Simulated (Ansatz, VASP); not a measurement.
# One calculation of CdSe, two programs

Contents of INCAR:

```
SYSTEM = CdSe
PREC     = Accurate       ! precision mode
ENCUT    = 520            ! plane-wave cutoff, eV
EDIFF    = 1E-6           ! SCF threshold, eV
ISMEAR   = -1             ! smearing method
SIGMA    = 0.05           ! smearing width, eV
LREAL    = .FALSE.        ! projectors in reciprocal space
LASPH    = .TRUE.         ! aspherical terms in the spheres
NELM     = 100            ! most SCF steps
ALGO     = Normal         ! electronic algorithm
ISIF     = 2              ! what is computed and relaxed
LWAVE    = .FALSE.        ! write WAVECAR
LCHARG   = .FALSE.        ! write CHGCAR
NBANDS   = 16             ! bands
```

The input KPOINTS:

```
regular mesh
0
G
  12 12 12
  0 0 0
```

The input POSCAR:

```
CdSe
1.0
    0.0000000000      2.6419506301      2.6419506301
    2.6419506301      0.0000000000      2.6419506301
    2.6419506301      2.6419506301      0.0000000000
Cd Se
1 1
Direct
    0.0000000000      0.0000000000      0.0000000000
    0.2500000000      0.2500000000      0.2500000000
```

Input for Ansatz:

```yaml
crystal:
  lattice:
    - [0.0, 2.6419506301, 2.6419506301]
    - [2.6419506301, 0.0, 2.6419506301]
    - [2.6419506301, 2.6419506301, 0.0]
  atoms:
    - { symbol: Cd, position: [0.0, 0.0, 0.0] }
    - { symbol: Se, position: [0.25, 0.25, 0.25] }
kpoints:
  mp_grid: { grid: [12, 12, 12] }
  band_path:
    path:
      - [0.0, 0.0, 0.0]
      - [-0.5, -0.5, 0.0]
      - [-0.375, -0.375, 0.25]
      - [-0.375, 0.0, 0.375]
      - [0.0, 0.0, 0.0]
      - [0.0, 0.0, 0.5]
      - [-0.5, -0.25, 0.25]
      - [-0.5, -0.5, 0.0]
    npoints: 8
scf:
  occupations: { method: fermi_dirac, width: 0.05 }
hamiltonian:
  xc: lda
  pseudopotentials: { kind: all_electron, lapw: { basis_error: 0.001 } }
output:
  forces: true
  stress: true
  eigenvalues: true
  populations: true
  dos: { projected: true, de: 0.2, e_range: [-14, 8] }
```

Change from the starting cell: volume scaled by 0.68, LAPW.

Alike in both runs: task single point; functional LDA; k mesh 12 × 12 × 12; occupations fermi-dirac, width 0.05 eV; no spin polarisation.

|  | VASP | Ansatz |
| --- | --- | --- |
| version | VASP 6.6.1 | Ansatz 0.2.0 |
| potentials or method | VASP PAW LDA potentials, release 64 (Cd, Se) | all-electron LAPW, scalar-relativistic |
| plane-wave cutoff (eV) | 520 | see its input |

|  | VASP | Ansatz | Ansatz less VASP |
| --- | --- | --- | --- |
| pressure (GPa) | 57.4 | 55.1 | -2.31 |

Ansatz ran all-electron here, so the differences hold the error of VASP's frozen core and of both bases.

Caveats: so large a pressure means that the cell lies far from this level's equilibrium, or that cutoff or potentials fall short (VASP).
